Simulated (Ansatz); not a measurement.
Here is an Ansatz 0.2.0 calculation.

The input input.yaml:

```yaml
crystal:
  lattice:
    - [0.0, 2.9305, 2.9305]
    - [2.9305, 0.0, 2.9305]
    - [2.9305, 2.9305, 0.0]
  atoms:
    - { symbol: In, position: [0.0, 0.0, 0.0] }
    - { symbol: P, position: [0.75, 0.75, 0.75] }
hamiltonian:
  xc: pbe
  pseudopotentials: { kind: paw }
kpoints:
  mp_grid: { grid: [8, 8, 8] }
scf:
  occupations: { method: gaussian, width: 0.017 }
output:
  forces: true
  stress: true
  eigenvalues: true
```

Potentials or basis: Ansatz PAW.

The run is started by

```bash
$ ansatz run input.yaml --threads 2 --pin off --max-ram 5632MiB --backend cpu --events-out ev --progress --plain --runs-dir out
```

Question: What does it give for the pressure?

Answer: 3.3 GPa.

Question: Estimate the band gap on the k mesh.

Answer: 0.72 eV, direct.

Caveat: spin-orbit coupling is left out, which moves the levels of the heavy elements.

**Measured values to compare with.**

A printed reference work, data compilation reports, for a bulk crystal of InP at 1.6 K: band gap 1.4236 eV (direct).

Against the measured gap of InP, 1.4236 eV (direct; 1.6 K; a printed reference work, data compilation), the calculated 0.72 eV is off by -0.71 eV. Spin-orbit coupling on In is left out. The value is that of PBE, without temperature or zero-point motion. Semilocal functionals fall short of measured gaps as a rule.
